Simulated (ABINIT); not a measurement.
Here is an ABINIT 10.8.3 (patched build) calculation.

Contents of run.abi:

```
pp_dirpath "./"
pseudos "Hg.upf, Te.upf"

acell 8.5906751133 8.5906751133 8.5906751133
rprim
     0.0000000000     0.7071067812     0.7071067812
     0.7071067812     0.0000000000     0.7071067812
     0.7071067812     0.7071067812     0.0000000000
ntypat 2
znucl 80 52
natom 2
typat 1 2
xred
     0.0000000000     0.0000000000     0.0000000000
     0.7500000000     0.7500000000     0.7500000000

ecut 34.0

kptopt 1
ngkpt 5 5 5
nshiftk 1
shiftk 0.0 0.0 0.0

ixc 7

nband 22
occopt 3
tsmear 0.05 eV

nstep 100
tolvrs 1.0e-10

iomode 3
prtwf 0
prtden 0
prteig 0
prtebands 0
enunit 1
```

Potentials or basis: PseudoDojo NC SR LDA v0.4.1 standard.

Launch:

```sh
$ abinit run.abi > log 2>&1
```

Question: Estimate the band gap on the k mesh.

Answer: None (metal or under the smearing width).

Question: Estimate the pressure.

Answer: 0.1 GPa.

Caveat: the cutoff is short for stress, so the pressure is rough. The run has no spin-orbit coupling, so splittings on Hg, Te are missing.
